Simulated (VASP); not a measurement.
# Ag in VASP: work function with PBE

Aim: the work function of Ag with PBE.

Program: VASP 6.6.1. These are calculated values, not measurements. Logs are shortened: lines on timing, memory, paths and dates and some standing lists are left out, and cuts for length are marked.

### Step 1. Starting point

The cell holds a slab with vacuum, 4 atoms: a = 2.923 Å, b = 2.923 Å, c = 29.249 Å, α = 90.00°, β = 90.00°, γ = 120.00°.

The cell was built by a generator and needn't be a form met in nature.

### Step 2. Work function, PBE

INCAR reads:

```
SYSTEM = Ag
  ALGO = Normal
  DIPOL = 0.5 0.5 0.500
  EDIFF = 1E-6
  ENCUT = 520
  GGA = PE
  IDIPOL = 3
  ISIF = 2
  ISMEAR = 1
  KPAR = 2
  LASPH = .True.
  LCHARG = .True.
  LDIPOL = .True.
  LREAL = .False.
  LVACPOTAV = .True.
  LVHAR = .True.
  LWAVE = .False.
  NELM = 100
  PREC = Accurate
  SIGMA = 0.1
```

KPOINTS reads:

```
k-points
0
Gamma
  13 13 1
  0 0 0
```

POSCAR reads:

```
Ag                                      
1.0
    1.4613884900      2.5311991400      0.0000000000
   -2.9227769700      0.0000000000      0.0000000000
    0.0000000000      0.0000000000     29.2490871400
  Ag            
     4
Direct
     0.0000000000000000    0.0000000000000000    0.3776046306471633
     0.6666669999999968    0.3333330000000032    0.4590377788893590
     0.3333340000000007    0.6666659999999993    0.5409622211106409
     1.0000000000000000    0.0000000000000000    0.6223953693528367
```

Potentials or basis: VASP PAW PBE potentials, release 64 (Ag).

Run with:

```console
> cat potpaw_PBE.64/Ag/POTCAR > POTCAR
> mpirun -np 2 vasp_std > vasp.out
```

OUTCAR:

```text
SYSTEM = Ag
   EDIFF = 1E-6
   ENCUT = 520
   GGA = PE
   ISIF = 2
   ISMEAR = 1
   LASPH = .True.
   LREAL = .False.
   NELM = 100
   PREC = Accurate

 ion  position               nearest neighbor table
   1  0.000  0.000  0.378-   2 2.92   2 2.92   2 2.92
   2  0.667  0.333  0.459-   1 2.92   1 2.92   1 2.92   3 2.93   3 2.93   3 2.93
   3  0.333  0.667  0.541-   4 2.92   4 2.92   4 2.92   2 2.93   2 2.93   2 2.93
   4  0.000  0.000  0.622-   3 2.92   3 2.92   3 2.92

  LATTYP: Found a hexagonal cell.
 ALAT       =     2.9227770023
 C/A-ratio  =    10.0072934463

  Lattice vectors:

 A1 = (   1.4613884900,   2.5311991400,   0.0000000000)
 A2 = (  -2.9227769700,   0.0000000000,   0.0000000000)
 A3 = (   0.0000000000,   0.0000000000,  29.2490871400)

Analysis of symmetry for initial positions (statically):
=====================================================================
 Subroutine PRICEL returns:
 Original cell was already a primitive cell.

 Routine SETGRP: Setting up the symmetry group for a
 hexagonal supercell.

 Subroutine GETGRP returns: Found 12 space group operations
 (whereof 12 operations were pure point group operations)
 out of a pool of 24 trial point group operations.

The static configuration has the point symmetry D_3d.

Analysis of symmetry for dynamics (positions and initial velocities):
=====================================================================
 Subroutine PRICEL returns:
 Original cell was already a primitive cell.

 Routine SETGRP: Setting up the symmetry group for a
 hexagonal supercell.

 Subroutine GETGRP returns: Found 12 space group operations
 (whereof 12 operations were pure point group operations)
 out of a pool of 24 trial point group operations.

The dynamic configuration has the point symmetry D_3d.

 Subroutine INISYM returns: Found 12 space group operations
 (whereof 12 operations are pure point group operations),
 and found     1 'primitive' translations

----------------------------------------------------------------------------------------

                                     Primitive cell

  volume of cell :     216.3886

  direct lattice vectors                    reciprocal lattice vectors
     1.461388490  2.531199140  0.000000000     0.000000000  0.395069666  0.000000000
    -2.922776970  0.000000000  0.000000000    -0.342140372  0.197534834  0.000000000
[... 88 lines left out ...]
   NSW    =      0    number of steps for IOM
   IBRION =     -1    ionic relax: 0-MD 1-quasi-New 2-CG
   NFREE  =      0    steps in history (QN), initial steepest desc. (CG)
   ISIF   =      2    stress and relaxation
   ISYM   =      2    0-nonsym 1-usesym 2-fastsym
   POTIM  = 0.5000    time-step for ionic-motion
   TEBEG  =    0.0;   TEEND  =   0.0 temperature during run
   PSTRESS=    0.0 pullay stress
   NELECT =      44.0000    total number of electrons
   NUPDOWN=      -1.0000    fix difference up-down
   EMIN   =  10.00;   EMAX   =-10.00  energy-range for DOS
   EFERMI =   0.00;   METHOD = LEGACY
   ISMEAR =     1;   SIGMA  =   0.10  broadening in eV -4-tet -1-fermi 0-gaus
   EFERMI_NEDOS =   21; number of points for ismear=-14 and -15
   IALGO  =     38    algorithm
   IMIX   =      4    mixing-type and parameters
     AMIX     =   0.40;   BMIX     =  1.00
     AMIX_MAG =   1.60;   BMIX_MAG =  1.00
  volume/ion in A,a.u.               =      54.10       365.07
  Fermi-wavevector in a.u.,A,eV,Ry     =   0.962678  1.819197 12.609179  0.926749
  Thomas-Fermi vector in A             =   2.092157
   LORBIT       =      0    0 simple, 1 ext, 2 COOP (PROOUT), +10 PAW based schemes
   GGA     = PE    functional components
   LHFCALC =     F    Hartree Fock is set to
   AEXX    =    0.0000 exact exchange contribution
   IVDW    =     0    specifies the selected vdW correction
   LEPSILON=     F    determine dielectric tensor
   LRPA    =     F    only Hartree local field effects (RPA)
 non-spin polarized calculation
 Methfessel and Paxton  Order N= 1 SIGMA  =   0.10
  energy-cutoff  :      520.00
  volume of cell :      216.39
 maximum number of plane-waves:      5929
 NGX is ok and might be reduce to    24
   NGX = 11   NGY = 11   NGZ =109

 number of electron      44.0000010 magnetization

 dipolmoment           0.000000      0.000000     -0.000000 electrons x Angstroem

 Free energy of the ion-electron system (eV)
  ---------------------------------------------------
  ext. energy  EPLUGINS =         0.00000000
  ---------------------------------------------------
  free energy    TOTEN  =       -10.18406693 eV

  energy without entropy =      -10.18362814  energy(sigma->0) =      -10.18392067

 E-fermi :  -0.4845     XC(G=0):  -4.5045

 val. band max:       -0.5353944079   @ k =   0.3846   0.0769   0.0000
 cond. band min:      -0.4080233284   @ k =   0.3077   0.0769   0.0000
 fundamental gap:      0.1273710795
 Fermi energy:        -0.4845040735

 k-point     1 :       0.0000    0.0000    0.0000
  band No.  band energies     occupation
      1      -7.5953      2.00000
      2      -6.7349      2.00000
      3      -6.4322      2.00000
      4      -6.2770      2.00000
      5      -5.1300      2.00000
      6      -5.1015      2.00000
[... 598 lines left out ...]
     25       3.9737      0.00000
     26       4.6668      0.00000

------------------------ aborting loop because EDIFF is reached ----------------------------------------

  FORCE on cell =-STRESS in cart. coord.  units (eV):
  Direction    XX          YY          ZZ          XY          YZ          ZX
  --------------------------------------------------------------------------------------
  -------------------------------------------------------------------------------------
  Total       -0.6452819     -0.6452819     -0.0390316     -0.0000000      0.0000000     -0.0000000
  in kB       -4.7777756     -4.7777758     -0.2889966     -0.0000000      0.0000000     -0.0000000
  external PRESSURE =      -3.2815160 kB  Pullay stress =       0.0000000 kB

 VOLUME and BASIS-vectors are now :
 -----------------------------------------------------------------------------
  energy-cutoff  :      520.00
  volume of cell :      216.39
      direct lattice vectors                 reciprocal lattice vectors
     1.461388490  2.531199140  0.000000000     0.000000000  0.395069666  0.000000000
    -2.922776970  0.000000000  0.000000000    -0.342140372  0.197534834  0.000000000
     0.000000000  0.000000000 29.249087140     0.000000000  0.000000000  0.034189101

 POSITION                                       TOTAL-FORCE (eV/Angst)
 -----------------------------------------------------------------------------------
      0.00000      0.00000     11.04459         0.000000      0.000000      0.000417
      0.00000      1.68747     13.42644        -0.000000     -0.000000      0.000810
     -1.46139      0.84373     15.82265         0.000000      0.000000     -0.000810
      0.00000      0.00000     18.20450         0.000000      0.000000     -0.000417
 -----------------------------------------------------------------------------------
    total drift:                               -0.001201     -0.000693     -0.000000

  FREE ENERGIE OF THE ION-ELECTRON SYSTEM (eV)
  ---------------------------------------------------
  free  energy   TOTEN  =       -10.1840669264 eV

  energy  without entropy=      -10.1836281446  energy(sigma->0) =      -10.18392067

 vacuum level on the upper side and lower side of the slab         4.094         4.094
```

OSZICAR:

```text
N       E                     dE             d eps       ncg     rms          rms(c)
DAV:   1     0.275552316905E+03    0.27555E+03   -0.19673E+04  1092   0.142E+03
DAV:   2    -0.788616167491E+00   -0.27634E+03   -0.26903E+03  1374   0.292E+02
DAV:   3    -0.107898352495E+02   -0.10001E+02   -0.94524E+01  1214   0.557E+01
[... 12 lines left out ...]
DAV:  16    -0.101840414463E+02   -0.15765E-04   -0.50269E-07   764   0.334E-03    0.989E-04
DAV:  17    -0.101840590743E+02   -0.17628E-04   -0.89528E-07   750   0.334E-03    0.107E-03
DAV:  18    -0.101840638967E+02   -0.48224E-05   -0.18433E-07   740   0.487E-03    0.411E-04
DAV:  19    -0.101840659541E+02   -0.20574E-05   -0.39996E-08   642   0.179E-03    0.132E-04
DAV:  20    -0.101840669264E+02   -0.97231E-06   -0.25429E-08   606   0.108E-03
   1 F= -.10184067E+02 E0= -.10183921E+02  d E =-.438782E-03
```

stdout:

```text
POSCAR found type information on POSCAR Ag
 POSCAR found :  1 types and       4 ions
 scaLAPACK will be used
 LDA part: xc-table for (Slater+PW92), standard interpolation
 POSCAR, INCAR and KPOINTS ok, starting setup
 FFT: planning ... GRIDC
 FFT: planning ... GRID_SOFT
 FFT: planning ... GRID
 WAVECAR not read
 entering main loop
 -----------------------------------------------------------------------------
|                                                                             |
|           W    W    AA    RRRRR   N    N  II  N    N   GGGG   !!!           |
|           W    W   A  A   R    R  NN   N  II  NN   N  G    G  !!!           |
|           W    W  A    A  R    R  N N  N  II  N N  N  G       !!!           |
|           W WW W  AAAAAA  RRRRR   N  N N  II  N  N N  G  GGG   !            |
|           WW  WW  A    A  R   R   N   NN  II  N   NN  G    G                |
|           W    W  A    A  R    R  N    N  II  N    N   GGGG   !!!           |
|                                                                             |
|     Did not find any points to average over, which means that no vacuum     |
|     field-free region was found. Please increase the size of  your cell     |
|     in the dimension of the dipole correction to obtain accurate            |
|     workfunction values.                                                    |
|                                                                             |
 -----------------------------------------------------------------------------
```

Run time: 55 s. Hardware: 2 MPI ranks of Intel Xeon Platinum 8488C (Sapphire Rapids), shared host; peak memory 0.37 GiB.

What came out:

| Quantity | Value |
| --- | --- |
| Free energy | -10.1841 eV |
| Band gap on the k mesh | none (metal or under the smearing width) |
| Work function of the upper face | 4.58 eV |
| Work function of the lower face | 4.58 eV |

Levels at points of the mesh, in eV from the Fermi level:
```tsv
k point	band 20	band 21	band 22	band 23	band 24	band 25
(0.00, 0.00, 0.00)	-3.14	-3.14	-2.96	-2.96	-0.83	0.40
```
